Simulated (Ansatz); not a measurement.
Structure types of Ni were relaxed at one common pressure (all-electron LAPW in Ansatz 0.2.0 under PBE, scalar-relativistic, ferromagnetic start, zero temperature). They take these volumes:

```
    type  space group  V (Å³/atom)
     fcc        Fm-3m         8.84
     bcc        Im-3m         8.84
     hcp     P6_3/mmc         8.85
 diamond        Fd-3m        11.83
beta tin     I4_1/amd         9.38
   omega       P6/mmm         8.95
```

Q: At about which pressure, and is the densest type also the lowest in enthalpy?

A: 69 GPa. The densest types tie within 0.02 Å³/atom, and fcc is the lowest in enthalpy.
